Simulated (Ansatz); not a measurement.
input.yaml

```yaml
crystal:
  lattice:
    - [1.5210318473, 0.8781681464, 7.4393423184]
    - [-1.5210318473, 0.8781681464, 7.4393423184]
    - [0.0, -1.756336293, 7.4393423184]
  atoms:
    - { symbol: Ru, position: [0.0, 0.0, 0.0] }
    - { symbol: Ru, position: [0.777719, 0.777719, 0.777719] }
    - { symbol: Ru, position: [0.222281, 0.222281, 0.222281] }
basis:
  ecutwfc: 420
kpoints:
  mp_grid: { grid: [18, 18, 18] }
hamiltonian:
  xc: pbe
scf:
  occupations: { method: gaussian, width: 0.1 }
output:
  forces: true
  stress: true
  eigenvalues: true
  populations: true
```

Run as
```bash
ansatz run input.yaml --threads 1 --pin off --max-ram 1331MiB --backend cpu --events-out ev --progress --plain --runs-dir out
```

These are results of Ansatz, DFT PBE, scalar-relativistic, plane waves, PAW, not measurements.

Part of what the program printed, abridged:

```
Pseudopotentials: kind: paw
Pseudopotential: Ru, paw, valence charge 16, recommended cutoff 420 eV (normal)
Functional definition: PBE
Crystal: 3 atoms, lattice volume = 59.621 Å³
Basis set: ecut = 420 eV, 1159 PW (Γ), FFT grids on a1−a3, a2−a3, a3, exchange–correlation on 48×48×108 points (8 copies of the dense FFT grid, shifted against one another)
Bands: 29, of which v1, the nominal top of the filled ones, is band 24 counted from 1 (23 counted from 0)
Symmetry: 12 space group operations
Space group: R-3m (ITA 166), of the structure as read, at distance tolerance 3.9e-5 Å
k-points: 580 of 5832
Initial density: superposition of atomic densities (neutral atoms: chi_scale 0, normalization atom), corrected by the library's trained network
Initial wavefunctions: pseudopotential atomic-orbital guess
Functional: x = pbe(κ = 0.804, μ = 0.21951497), c = pbe(β = 0.06672455)
SCF iter   1: F=—  HF=-17632.177666 eV  |F-HF|=—  |Δ(HF+E_count)|=         —  Δρ=4.82e-3  dr2=4.44e-3  ethr=1.77e-3  ⟨swp⟩=4.3  Hψ=54998  notcnv=0
SCF iter   2: F=—  HF=-17632.178550 eV  |F-HF|=—  |Δ(HF+E_count)|=   8.84e-4  Δρ=2.64e-3  dr2=1.38e-3  ethr=9.26e-6  ⟨swp⟩=2.0  Hψ=35107  notcnv=0
SCF iter   3: F=—  HF=-17632.178483 eV  |F-HF|=—  |Δ(HF+E_count)|=   6.62e-5  Δρ=3.34e-4  dr2=5.23e-5  ethr=2.87e-6  ⟨swp⟩=2.0  Hψ=29879  notcnv=0
SCF iter   4: F=—  HF=-17632.178517 eV  |F-HF|=—  |Δ(HF+E_count)|=   3.32e-5  Δρ=8.23e-5  dr2=4.61e-6  ethr=1.09e-7  ⟨swp⟩=2.0  Hψ=23082  notcnv=0
SCF iter   5: F=—  HF=-17632.178517 eV  |F-HF|=—  |Δ(HF+E_count)|=   1.28e-7  Δρ=2.22e-5  dr2=4.97e-7  ethr=9.61e-9  ⟨swp⟩=2.5  Hψ=26167  notcnv=0
SCF iter   6: F=-17632.178517 eV  HF=-17632.178517 eV  |F-HF|=3.85e-9  |Δ(HF+E_count)|=   1.09e-8  Δρ=6.03e-6  dr2=1.87e-8  ethr=2.08e-10  ⟨swp⟩=4.8  Hψ=56915  notcnv=0
SCF 1 converged in 6 iterations: F = -17632.178517 eV  dr2 = 1.87e-8
SCF converged after 6 iterations
Free energy (F): -17632.178517 eV
Harris-Foulkes:  -17632.178517 eV  (|F-HF|=3.85e-9)
Internal energy: -17632.152550 eV  (E = F + TS)
E sigma→0 (E₀):  -17632.165533 eV
Entropy (-TS):   -0.025967 eV (-8.656 meV/atom)
Fermi energy:    14.353689 eV
--- Per-component energies (eV) ---
  E_band       = -555.167737
  E_kinetic    = 1513.457372
  E_local      = -4947.049767  (includes V_loc(G=0)·N_el)
  E_nonlocal   = 1032.328130
  E_hartree    = 1604.968766
  E_xc         = -557.637364
  E_vxc        = -698.534368  (∫ρ·V_xc dr)
  E_paw        = -10382.315372  (= ΣΔE_a)
  E_vpaw       = -665.305825  (= ΣTr[D̂ρ^β])
  E_aug_tail   = -0.000501  (compensation charges beyond the density's cutoff)
  E_ewald      = -5895.903813
  E_smearing   = -0.025967  (= −TS)
--- Forces (eV/Å), atoms counted from 1 ---
  atom   1  Ru     0.00000000     0.00000000     0.00000000
  atom   2  Ru     0.00000000     0.00000000     0.28479071
  atom   3  Ru     0.00000000     0.00000000    -0.28479071
--- Stress (GPa, compression-positive) ---
      -43.491713       0.000000       0.000000
        0.000000     -43.491713       0.000000
        0.000000       0.000000     -48.078693
  P = ⅓ Tr σ = -45.0207 GPa (-450.207 kbar)
--- Band table (eV; the first three rows and the last of 580) ---
  k-point 0: bands = ["-58.1793", "-58.1584", "-58.1435", "-28.1781", "-28.1665", "-27.9878", "-27.9878", "-27.9791", "-27.9791", "-27.9604", "-27.9490", "-27.9490", "8.5655", "10.5265", "10.5342", "12.8051", "12.8051", "12.8316", "12.9474", "12.9474", "13.1131", "13.1131", "13.3228", "13.3328", "13.8643", "13.8643", "14.6869", "14.6869", "14.8761"]
  k-point 1: bands = ["-58.1784", "-58.1579", "-58.1429", "-28.1785", "-28.1639", "-27.9938", "-27.9897", "-27.9844", "-27.9808", "-27.9617", "-27.9555", "-27.9502", "8.6483", "10.5852", "10.6181", "12.7411", "12.7593", "12.8522", "12.9412", "12.9894", "13.0003", "13.1547", "13.2200", "13.3491", "13.8256", "13.8339", "14.6981", "14.8408", "14.8767"]
  k-point 2: bands = ["-58.1759", "-58.1564", "-58.1413", "-28.1783", "-28.1585", "-28.0106", "-27.9994", "-27.9949", "-27.9858", "-27.9752", "-27.9643", "-27.9536", "8.8907", "10.7692", "10.8371", "12.4915", "12.5824", "12.7365", "12.9097", "12.9850", "13.1549", "13.1854", "13.2656", "13.2740", "13.7485", "13.7719", "14.7221", "14.8800", "15.1210"]
  k-point 579: bands = ["-58.1749", "-58.1661", "-58.1402", "-28.2417", "-28.0389", "-28.0244", "-27.9942", "-27.9942", "-27.9674", "-27.9674", "-27.9543", "-27.9543", "9.3418", "9.3440", "10.5910", "12.6053", "12.6298", "12.8011", "12.8011", "12.9703", "12.9703", "13.0678", "13.0678", "14.0815", "14.0815", "14.3084", "14.3084", "15.0654", "15.0654"]
--- Löwdin populations: 3 sites ---
  site symbol q [e]
     0     Ru     15.9106
     1     Ru     15.9080
     2     Ru     15.9080
  spilling = 0.005697 (of n_electrons = 48.000000)
```

The calculation finished and met its thresholds.